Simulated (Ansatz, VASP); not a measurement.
# BP: VASP beside Ansatz

INCAR

```
SYSTEM = BP
  ALGO = Normal
  EDIFF = 1E-7
  ENCUT = 520
  GGA = PE
  ISIF = 2
  ISMEAR = 0
  LASPH = .True.
  LCHARG = .False.
  LREAL = .False.
  LWAVE = .False.
  NBANDS = 11
  NELM = 80
  PREC = Accurate
  SIGMA = 0.1
```

File KPOINTS:

```
k-points
0
Gamma
  8 8 8
  0 0 0
```

POSCAR

```
BP
1.0
    0.0000000000      2.2660723800      2.2660723800
    2.2660723800      0.0000000000      2.2660723800
    2.2660723800      2.2660723800      0.0000000000
B P
1 1
Direct
    0.0000000000      0.0000000000      0.0000000000
    0.7500000000      0.7500000000      0.7500000000
```

Input for Ansatz:

```yaml
crystal:
  lattice:
    - [0.0, 2.26607238, 2.26607238]
    - [2.26607238, 0.0, 2.26607238]
    - [2.26607238, 2.26607238, 0.0]
  atoms:
    - { symbol: B, position: [0.0, 0.0, 0.0] }
    - { symbol: P, position: [0.75, 0.75, 0.75] }
basis:
  ecutwfc: 420
kpoints:
  mp_grid: { grid: [8, 8, 8] }
hamiltonian:
  xc: pbe
  pseudopotentials: { kind: paw, azcp: { folder: soft_1 } }
scf:
  occupations: { method: gaussian, width: 0.1 }
output:
  forces: true
  stress: true
  eigenvalues: true
```

The cell is a database's computed one.

Alike in both runs: task single point; functional PBE; k mesh 8 × 8 × 8; occupations gaussian, width 0.1 eV; no spin polarisation.

```csv
,VASP,Ansatz
version,VASP 6.6.1,Ansatz 0.2.0
potentials or method,"VASP PAW PBE potentials, release 64 (B, P)","scalar-relativistic, plane waves, PAW"
plane-wave cutoff (eV),520,420
valence electrons in the cell,8,8
```

VASP gave:

- gap on the k mesh at the Fermi level (eV): 1.26
- least direct gap on the mesh (eV): 3.41
- pressure (GPa): 1.6

Question: Which values does Ansatz return?

Answer: gap on the k mesh at the Fermi level (eV): 1.27; least direct gap on the mesh (eV): 3.41; pressure (GPa): 1.8.

A k mesh can miss the band edges. Expect the measured gap to be larger: semilocal functionals such as PBE lack the derivative discontinuity.
